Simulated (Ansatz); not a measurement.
# CaB6 (Pm-3m) under several functionals

**Measured values to compare with.**

From a printed reference work, data compilation, original work of 1970, for a bulk crystal of CaB6 at 300 K: lattice constant a 4.152 Å.

Plane-wave DFT in Ansatz with scalar-relativistic PAW potentials. The same structure was relaxed (cell and atoms, symmetry kept) in separate runs at each level. No spin polarisation.

How do the levels LDA, PBE, PBE+D3(BJ), PBEsol compare?

| level | cutoff (eV) | k mesh | V (Å³/atom) | a (Å) | gap (eV) | B0 (GPa) |
| --- | --- | --- | --- | --- | --- | --- |
| LDA | 420 | 8×8×8 | 9.766 | 4.089 | 0.03 | – |
| PBE+D3(BJ) | 420 | 8×8×8 | 9.966 | 4.117 | 0.07 | – |
| PBEsol | 420 | 10×10×10 | 10.044 | 4.127 | 0.00 | 152 |
| PBE | 420 | 8×8×8 | 10.194 | 4.148 | 0.00 | 149 |

The usual order of volumes, LDA < PBEsol < PBE, holds here (9.766, 10.044, 10.194 Å³/atom). As a rule LDA overbinds; PBEsol, built on the gradient expansion of slowly varying densities, lies between LDA and PBE; PBE's stronger gradient term for exchange weakens bonds. Adding D3 to PBE changes the volume by -2.2 %; the term is attractive, so it pulls cells in. In ionic crystals its C6 for cations, set by coordination number and not by charge, is often too large, so it can pull in too far. B0 goes from 152.4 to 149.4 GPa as the volume grows by 1.5 %; on one curve with B' = 3.6 the volume alone, B ∝ V^(−B'), would give 144.4 GPa, and the rest of the difference is the functional's own stiffness. Each gap belongs to its own cell, so it mixes the functional's effect with that of the volume; gaps are the least found on the k mesh or on a band path.

For PBE: Against the measured lattice constant a of CaB6, 4.152 Å (300 K; a printed reference work, data compilation, original work of 1970), the calculated 4.148 Å is off by -0.1 %. The calculations are for 0 K without zero-point motion.